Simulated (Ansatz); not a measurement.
## Se, one cell by several methods

```
CELL_PARAMETERS angstrom
4.35517 -0.04355 -0.04355
-2.21530 3.79346 -0.01594
-0.04949 -0.04949 4.94945
ATOMIC_POSITIONS crystal
Se 0.21700 0.00000 0.16667
Se 0.00000 0.21700 0.83333
Se 0.78300 0.78300 0.50000
```

Atom numbers follow the list: Se1, Se2, Se3.

The conventional cell has a = 4.318 Å, b = 4.356 Å, c = 4.950 Å, α = 88.86°, β = 88.43°, γ = 60.86°. Around Se (atom 1) lie 2 Se at 2.33 to 2.35 Å. Se (atom 2) is surrounded by 2 Se at 2.30 to 2.33 Å. Around Se (atom 3) lie 2 Se at 2.30 to 2.35 Å.

The geometry is COD entry 9008579, unchecked; take it as a test cell. The listed cell was then made from it by scaling, straining or moving an atom.

Levels of theory: DFT, PBEsol, PAW with Ansatz's default frozen-core files, scalar-relativistic (Ansatz 0.2.0); DFT, PBEsol, all-electron LAPW, scalar-relativistic (Ansatz 0.2.0).

For PAW: a Γ-centred 8×8×6 k mesh, Fermi–Dirac smearing of 0.02 eV, cutoff 420 eV, no spin polarisation; the PAW files were made with PBE, and the program remakes their frozen cores for this functional. LAPW targets a basis error of 1 meV/atom. The Ansatz runs share mesh, smearing and spin set-up. Plane-wave (PAW) pressures include the program's estimate of the Pulay term.

Stress and pressure are positive in compression.

The change that made this cell: equal xy, yz and zx engineering shear strains of -2 %.

PAW results:

```
              quantity     PAW
        pressure (GPa)    2.93
       stress xx (GPa)    1.66
       stress yy (GPa)    2.64
       stress zz (GPa)    4.49
       stress yz (GPa)    1.10
       stress xz (GPa)    0.56
       stress xy (GPa)   -0.22
force on Se1, x (eV/Å)   0.897
force on Se2, y (eV/Å)   1.004
force on Se3, y (eV/Å)  -0.962
         band gap (eV)   1.023
```

Q: What does all-electron LAPW give for the same quantities?

A: 
| quantity | LAPW |
| --- | --- |
| pressure (GPa) | 2.93 |
| stress xx (GPa) | 1.66 |
| stress yy (GPa) | 2.64 |
| stress zz (GPa) | 4.48 |
| stress yz (GPa) | 1.10 |
| stress xz (GPa) | 0.56 |
| stress xy (GPa) | -0.22 |
| force on Se1, x (eV/Å) | 0.892 |
| force on Se2, y (eV/Å) | 1.000 |
| force on Se3, y (eV/Å) | -0.958 |
| band gap (eV) | 1.033 |
